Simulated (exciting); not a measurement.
# W (Im-3m) in exciting: notebook, part 2 of 3

exciting (release sodium). Earlier steps stand in the parts before.

## 3. Optical spectrum, PBE (volume scaled by 0.88)

run_exciting.py

```python
import subprocess
import xml.etree.ElementTree as ET
from ase.io import read
from ase.units import Bohr

atoms = read("POSCAR")
rmt = {'W': 2.3}  # bohr
tasks = """
<groundstate do="fromscratch" ngridk="12 12 12" rgkmax="8" gmaxvr="14" lmaxapw="10" lmaxmat="10" lmaxvr="8" xctype="GGA_PBE" stype="Fermi Dirac" swidth="0.00099958" nempty="26" ValenceRelativity="iora*" epsengy="1e-05" epspot="1e-05" maxscl="60" outputlevel="normal" vkloff="0.5 0.5 0.5"/>
<properties>
  <momentummatrix/>
  <dielmat intraband="false" wmax="0.5" wgrid="200" swidth="0.007" tevout="true">
    <epscomp>1 1</epscomp>
    <epscomp>2 2</epscomp>
    <epscomp>3 3</epscomp>
  </dielmat>
</properties>
"""

root = ET.Element("input")
ET.SubElement(root, "title").text = "W"
structure = ET.SubElement(root, "structure", speciespath="./", tshift="false")
crystal = ET.SubElement(structure, "crystal", scale="1.0")
for vector in atoms.cell / Bohr:
    ET.SubElement(crystal, "basevect").text = " ".join(f"{x:.12f}" for x in vector)
symbols = atoms.get_chemical_symbols()
for element in dict.fromkeys(symbols):
    species = ET.SubElement(structure, "species", speciesfile=element + ".xml", rmt=str(rmt[element]))
    for symbol, position in zip(symbols, atoms.get_scaled_positions(wrap=False)):
        if symbol == element:
            ET.SubElement(species, "atom", coord=" ".join(f"{x:.12f}" for x in position))
root.extend(ET.fromstring("<tasks>" + tasks + "</tasks>"))
ET.indent(root)
ET.ElementTree(root).write("input.xml")
subprocess.run(["exciting_smp"], check=True)
```

POSCAR

```
W
1.0
   -1.5163358507      1.5163358507      1.5163358507
    1.5163358507     -1.5163358507      1.5163358507
    1.5163358507      1.5163358507     -1.5163358507
W
1
Direct
    0.0000000000      0.0000000000      0.0000000000
```

Potentials or basis: all-electron LAPW+lo, shipped species files, valence relativity iora*.

The run is started by

```bash
$ OMP_NUM_THREADS=1 python run_exciting.py
```

Standard output:

```text
================================================================================
EXCITING SODIUM started
All units are atomic (Hartree, Bohr, etc.)
================================================================================

********************************************************************************
* Ground-state run starting from atomic densities                              *
********************************************************************************

++++++++++++++++++++++++++++++++++++++++++++++++++++++++++++++++++++++++++++++++
+ Starting initialization                                                      +
++++++++++++++++++++++++++++++++++++++++++++++++++++++++++++++++++++++++++++++++

 Lattice vectors (cartesian) :
     -2.8654594726      2.8654594726      2.8654594726
      2.8654594726     -2.8654594726      2.8654594726
      2.8654594726      2.8654594726     -2.8654594726

 Reciprocal lattice vectors (cartesian) :
      0.0000000000      1.0963661094      1.0963661094
      1.0963661094      0.0000000000      1.0963661094
      1.0963661094      1.0963661094      0.0000000000

 Unit cell volume                           :      94.1115232134
 Brillouin zone volume                      :       2.6357050122

 Species :    1 (W)
     parameters loaded from                 :    W.xml
     name                                   :    tungsten
     nuclear charge                         :     -74.00000000
     electronic charge                      :      74.00000000
[... 66 lines left out ...]
 Density and potential initialised from atomic data

++++++++++++++++++++++++++++++++++++++++++++++++++++++++++++++++++++++++++++++++
+ SCF iteration number :    1                                                  +
++++++++++++++++++++++++++++++++++++++++++++++++++++++++++++++++++++++++++++++++
 Total energy                               :    -16152.41734179
 _______________________________________________________________
 Fermi energy                               :         0.68774482
 Kinetic energy                             :     18224.02213572
 Coulomb energy                             :    -34051.15261594
 Exchange energy                            :      -320.76004035
 Correlation energy                         :        -4.52682122
[... 279 lines left out ...]
 RMS change in effective potential (target) :  0.161139E-08  ( 0.100000E-04)
 Absolute change in total energy   (target) :  0.103663E-05  ( 0.100000E-04)
 Charge distance                   (target) :  0.469940E-09  ( 0.100000E-04)

++++++++++++++++++++++++++++++++++++++++++++++++++++++++++++++++++++++++++++++++
| Convergency criteria checked for the last 2 iterations                       +
| Convergence targets achieved. Performing final SCF iteration                 +
++++++++++++++++++++++++++++++++++++++++++++++++++++++++++++++++++++++++++++++++
 Total energy                               :    -16166.11985955
 _______________________________________________________________
 Fermi energy                               :         0.65622510
 Kinetic energy                             :     18214.56776629
 Coulomb energy                             :    -34055.18727284
 Exchange energy                            :      -320.97301201
 Correlation energy                         :        -4.52734100

 DOS at Fermi energy (states/Ha/cell)       :        15.10578746

 Electron charges :
     core                                   :        46.00000000
     core leakage                           :         0.00000518
     valence                                :        28.00000000
     interstitial                           :         2.44429960
     charge in muffin-tin spheres :
                  atom     1     W          :        71.55570040
     total charge in muffin-tins            :        71.55570040
     total charge                           :        74.00000000

++++++++++++++++++++++++++++++++++++++++++++++++++++++++++++++++++++++++++++++++
+ Self-consistent loop stopped                                                 +
++++++++++++++++++++++++++++++++++++++++++++++++++++++++++++++++++++++++++++++++
 STATE.OUT is written

********************************************************************************
* Groundstate module stopped                                                   *
********************************************************************************

--------------------------------------------------------------------------------
- CAUTION! Warnings have been written in file WARNING.OUT !                    -
--------------------------------------------------------------------------------
================================================================================
| EXCITING SODIUM stopped                                                      =
================================================================================
```

input.xml:

```text
<input>
  <title>W</title>
  <structure speciespath="./" tshift="false">
    <crystal scale="1.0">
      <basevect>-2.865459472611 2.865459472611 2.865459472611</basevect>
      <basevect>2.865459472611 -2.865459472611 2.865459472611</basevect>
      <basevect>2.865459472611 2.865459472611 -2.865459472611</basevect>
    </crystal>
    <species speciesfile="W.xml" rmt="2.3">
      <atom coord="-0.000000000000 0.000000000000 0.000000000000" />
    </species>
  </structure>
  <groundstate do="fromscratch" ngridk="12 12 12" rgkmax="8" gmaxvr="14" lmaxapw="10" lmaxmat="10" lmaxvr="8" xctype="GGA_PBE" stype="Fermi Dirac" swidth="0.00099958" nempty="26" ValenceRelativity="iora*" epsengy="1e-05" epspot="1e-05" maxscl="60" outputlevel="normal" vkloff="0.5 0.5 0.5" />
  <properties>
    <momentummatrix />
    <dielmat intraband="false" wmax="0.5" wgrid="200" swidth="0.007" tevout="true">
      <epscomp>1 1</epscomp>
      <epscomp>2 2</epscomp>
      <epscomp>3 3</epscomp>
    </dielmat>
  </properties>
</input>
```

stdout:

```text
Info(writepmat):
  Momentum matrix elements written to file PMAT.OUT

Info(dielmat):
  Optical conductivity tensor written to SIGMA_11.OUT
  Dielectric tensor written to EPSILON_11.OUT
  Electron energy loss spectrum written to LOSS_11.OUT
  Output energy is in eV

  Optical conductivity tensor written to SIGMA_22.OUT
  Dielectric tensor written to EPSILON_22.OUT
  Electron energy loss spectrum written to LOSS_22.OUT
  Output energy is in eV

  Optical conductivity tensor written to SIGMA_33.OUT
  Dielectric tensor written to EPSILON_33.OUT
  Electron energy loss spectrum written to LOSS_33.OUT
  Output energy is in eV
```

Wall time 36 s (1 thread of Arm Neoverse V1, shared host); peak memory 0.43 GiB.

Results:

```
All electrons inside the program's atomic spheres : W 71.56 (radii W 2.3 bohr)
```

Levels at points of the mesh, in eV from the Fermi level:
```csv
k point,band 11,band 12,band 13,band 14,band 15,band 16,band 17,band 18
"(0.04, 0.04, 0.04)",-28.20,-9.99,-2.04,-2.04,-1.06,2.04,2.04,14.94
```

Dielectric function (mean over the directions given):
| energy (eV) | real part | imaginary part |
| --- | --- | --- |
| 0.27 | 25.27 | 0.52 |
| 0.61 | 26.71 | 1.89 |
| 0.95 | 25.87 | 4.95 |
| 1.29 | 28.55 | 6.80 |
| 1.63 | 27.97 | 9.25 |
| 1.97 | 25.80 | 11.85 |
| 2.31 | 31.82 | 21.12 |
| 2.65 | 11.79 | 25.69 |
| 2.99 | 13.44 | 20.84 |
| 3.33 | 9.87 | 19.90 |
| 3.67 | 6.35 | 21.55 |
| 4.01 | 7.95 | 15.25 |
| 4.35 | 6.36 | 17.30 |
| 4.69 | 6.77 | 17.29 |
| 5.03 | 6.88 | 16.67 |
| 5.37 | 3.23 | 20.68 |
| 5.71 | 2.77 | 20.88 |
| 6.05 | -4.55 | 21.77 |
| 6.39 | -5.94 | 15.56 |
| 6.73 | -8.37 | 13.80 |
| 7.08 | -7.68 | 9.55 |
| 7.42 | -6.61 | 7.72 |
| 7.76 | -4.88 | 6.13 |
| 8.10 | -4.89 | 6.17 |
| 8.44 | -4.89 | 4.88 |
| 8.78 | -3.48 | 3.48 |
| 9.12 | -2.98 | 4.53 |
| 9.46 | -2.80 | 3.09 |
| 9.80 | -1.97 | 2.96 |
| 10.14 | -1.28 | 2.64 |
| 10.48 | -0.71 | 3.40 |
| 10.82 | -1.01 | 3.33 |
| 11.16 | -0.80 | 2.71 |
| 11.50 | -0.16 | 3.28 |
| 11.84 | -0.90 | 3.75 |
| 12.18 | -0.96 | 2.95 |
| 12.52 | -0.86 | 3.27 |
| 12.86 | -0.03 | 2.96 |
| 13.20 | -0.56 | 2.96 |
| 13.54 | -0.55 | 3.61 |

Caveat: the intraband (Drude) term of the metal is left out; spectra need much finer meshes, so this one isn't converged; independent-particle spectra lack excitons.

## 4. Equation of state, BLYP, collinear spin, ferromagnetic start, 14.90 Å³/atom (volume scaled by 0.94)

input.xml

```xml
<input>
  <title>W</title>
  <structure speciespath="./" tshift="false">
    <crystal scale="1">
      <basevect>-2.929157093812 2.929157093812 2.929157093812</basevect>
      <basevect>2.929157093812 -2.929157093812 2.929157093812</basevect>
      <basevect>2.929157093812 2.929157093812 -2.929157093812</basevect>
    </crystal>
    <species speciesfile="W.xml" rmt="2.3">
      <atom coord="0.000000000000 0.000000000000 0.000000000000" bfcmt="0 0 -8"/>
    </species>
  </structure>
  <groundstate do="fromscratch" ngridk="8 8 8" rgkmax="9" gmaxvr="14" lmaxapw="10" lmaxmat="10" lmaxvr="7" stype="Fermi Dirac" swidth="0.00499791" nempty="20" ValenceRelativity="iora*" epsengy="1e-05" epspot="1e-05" maxscl="90" outputlevel="high">
    <libxc exchange="XC_GGA_X_B88" correlation="XC_GGA_C_LYP"/>
    <spin reducebf="0.5"/>
  </groundstate>
</input>
```

Potentials or basis: all-electron LAPW+lo, shipped species files, valence relativity iora*.

The run is started by

```bash
$ OMP_NUM_THREADS=1 exciting_smp
```

INFO.OUT:

```text
================================================================================
EXCITING SODIUM started
[... 10 lines left out ...]

 Lattice vectors (cartesian) :
     -2.9291570938      2.9291570938      2.9291570938
      2.9291570938     -2.9291570938      2.9291570938
      2.9291570938      2.9291570938     -2.9291570938

 Reciprocal lattice vectors (cartesian) :
     -0.0000000000      1.0725244680      1.0725244680
      1.0725244680     -0.0000000000      1.0725244680
      1.0725244680      1.0725244680     -0.0000000000

 Unit cell volume                           :     100.5282177945
 Brillouin zone volume                      :       2.4674685266

 Species :    1 (W)
     parameters loaded from                 :    W.xml
     name                                   :    tungsten
     nuclear charge                         :     -74.00000000
     electronic charge                      :      74.00000000
     atomic mass                            :  335119.81910000
     muffin-tin radius                      :       2.30000000
     # of radial points in muffin-tin       :     450

[... 74 lines left out ...]
 _______________________________________________________________
 Fermi energy                               :         0.64202698
 Kinetic energy                             :     18223.89943229
 Coulomb energy                             :    -34053.32467234
 Exchange energy                            :      -322.11342459
 Correlation energy                         :        -4.04198464
 No external B-field energy in total energy
 Sum of eigenvalues                         :     -9876.91957831
 Effective potential energy                 :    -28100.81901060
 Coulomb potential energy                   :    -27675.08369621
 xc potential energy                        :      -425.73142324
 xc effective B-field energy                :        -0.00026095
[... 681 lines left out ...]
 RMS change in effective potential (target) :  0.472808E-07  ( 0.100000E-04)
 Absolute change in total energy   (target) :  0.788405E-05  ( 0.100000E-04)
 Charge distance                   (target) :  0.213519E-08  ( 0.100000E-04)

++++++++++++++++++++++++++++++++++++++++++++++++++++++++++++++++++++++++++++++++
| Convergency criteria checked for the last 2 iterations                       +
| Convergence targets achieved. Performing final SCF iteration                 +
++++++++++++++++++++++++++++++++++++++++++++++++++++++++++++++++++++++++++++++++
 Total energy                               :    -16167.02728750
 _______________________________________________________________
 Fermi energy                               :         0.62961147
 Kinetic energy                             :     18216.24563911
 Coulomb energy                             :    -34056.91416347
 Exchange energy                            :      -322.31511140
 Correlation energy                         :        -4.04365173
 No external B-field energy in total energy
 Sum of eigenvalues                         :     -9881.22128827
 Effective potential energy                 :    -28097.46692738
 Coulomb potential energy                   :    -27671.46636729
 xc potential energy                        :      -426.00056009
 xc effective B-field energy                :        -0.00000000
 External B-field energy                    :         0.00000000
 Non-physical muffin-tin B-field energy     :        -0.00000000
 Hartree energy                             :      5025.69793440
[... 17 lines left out ...]
 Moments :
     interstitial                           :         0.00000004
     moment in muffin-tin spheres :
                  atom     1     W          :         0.00000668
     total moment in muffin-tins            :         0.00000668
     total moment                           :         0.00000673

++++++++++++++++++++++++++++++++++++++++++++++++++++++++++++++++++++++++++++++++
[... 9 lines left out ...]
| EXCITING SODIUM stopped                                                      =
================================================================================
```

WARNINGS.OUT:

```text
Inversion symmetry is present. Consider using input%groundstate%solver%type = "inversionsymmetry"
```

It took 47 s on 1 thread of Arm Neoverse V1, shared host; peak memory 0.09 GiB.

Results:

```
Free energy                                       : -439927.2499 eV
Band gap on the k mesh                            : none (metal or under the smearing width)
Net moment                                        : 0.00 μB per cell
All electrons inside the program's atomic spheres : W 71.47 (radii W 2.3 bohr)
Density of states at the Fermi level              : 0.35 states/eV per cell
```

Caveat: the log's total energy holds no entropy term; the free energy is that total less TS from the occupations.

(Continued in part 3 of 3.)
